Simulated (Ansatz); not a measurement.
A distorted cell of LaAlO3 (cubic perovskite):

```
CELL_PARAMETERS angstrom
      3.81241     0.00000     0.00000
      0.00000     3.81241     0.00000
      0.00000     0.00000     3.81241
ATOMIC_POSITIONS crystal
  La 0.00000 0.00000 0.00000
  Al 0.50000 0.50000 0.50000
  O  0.91606 0.50000 0.58394
  O  0.50000 0.50000 0.00000
  O  0.50000 0.00000 0.50000
```

The numbers are results of PBE (plane waves to 420 eV, PAW, scalar-relativistic; Ansatz, a quantum-chemistry and plane-wave program), not measurements. k mesh 7×7×7 (Γ-centred), Fermi-Dirac smearing 0.05 eV. Energies are smeared free energies. Stress and pressure are positive under compression. LaAlO3 is run without spin polarisation. LaAlO3 was relaxed with its symmetry unable to fall. This is a high-temperature form of LaAlO3.

**Question.** What forces act on the atoms (eV/Å, Cartesian)?

**Answer.** 
```tsv
atom	Fx	Fy	Fz
La1	-0.401	0.000	-0.094
Al2	-4.255	0.000	-0.421
O3	8.107	0.000	-1.200
O4	-1.971	0.000	2.019
O5	-1.481	0.000	-0.305
```

**Question.** Give the stress tensor in GPa and the pressure.

**Answer.** 
```
   23.1      0.0     -0.5
    0.0      3.2      0.0
   -0.5      0.0      5.9
```
The pressure, a third of the trace, is 10.7 GPa.

**Question.** In it atom 3 sits (-0.320, 0.000, 0.320) Å away from its relaxed site. What is its energy relative to the relaxed cell?

**Answer.** 1379 meV/cell.

(A displaced cell: forces are minus the slopes of the energy, force constants its curvatures, and phonons follow from these.)
